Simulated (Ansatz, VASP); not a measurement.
**Two plane-wave programs on Si**

Contents of INCAR:

```
  ALGO = Normal
  EDIFF = 1E-6
  EDIFFG = -0.02
  ENCUT = 600
  GGA = CA
  IBRION = 2
  ISIF = 3
  ISMEAR = -1
  LASPH = True
  LCHARG = False
  LREAL = False
  LWAVE = False
  NELM = 60
  NSW = 40
  PREC = Accurate
  SIGMA = 0.05
```

KPOINTS

```
k-points
0
Gamma
  12 12 11
```

POSCAR

```
Si
1.0
    2.6205428149      0.0000000000      0.0000000000
   -1.3102714075      2.2694566494      0.0000000000
    0.0000000000      0.0000000000      2.4663543900
Si
1
Direct
    0.0000000000      0.0000000000      0.0000000000
```

Contents of input.yaml:

```yaml
crystal:
  lattice:
    - [2.6205428149, 0.0, 0.0]
    - [-1.3102714075, 2.2694566494, 0.0]
    - [0.0, 0.0, 2.46635439]
  atoms:
    - { symbol: Si, position: [0.0, 0.0, 0.0] }
hamiltonian:
  xc: lda
  pseudopotentials: { kind: paw }
kpoints:
  mp_grid: { grid: [12, 12, 11] }
scf:
  occupations: { method: fermi_dirac, width: 0.05 }
output:
  forces: true
  stress: true
  eigenvalues: true
relax:
  f_tol: 0.01
  max_steps: 40
  cell: { stress_tol: 0.05 }
```

This isn't the form of Si at room conditions, which is diamond.

Alike in both runs: task relaxation of cell and atoms; functional LDA; k mesh 12 × 12 × 11; occupations fermi-dirac, width 0.05 eV; no spin polarisation.

|  | VASP | Ansatz |
| --- | --- | --- |
| version | VASP 6.6.1 | Ansatz 0.2.0 |
| potentials or method | VASP PAW LDA potentials, release 64 (Si) | Ansatz PAW |
| plane-wave cutoff (eV) | 600 | 420 |
| valence electrons in the cell | 4 | 4 |

|  | VASP | Ansatz | Ansatz less VASP |
| --- | --- | --- | --- |
| gap on the k mesh at the Fermi level, each at its own relaxed structure (eV) | none | none | - |
| relaxed volume (Å³/atom) | 14.55 | 14.52 | -0.024 |
| relaxed cell length with the largest relative difference (Å) | 2.480 | 2.478 | -0.0020 |
| energy change over the relaxation (meV/atom) | -2 | -2 | -0.1 |

A gap of «none» marks a metal or a gap that the smearing closes.

Caveats: the plane-wave basis is chosen anew once the cell has moved, so the energies of steps on either side of that aren't comparable (Ansatz); the PAW data sets come from PBE, with cores solved anew for the run's functional, which leaves a small shift of forces and pressure (Ansatz).
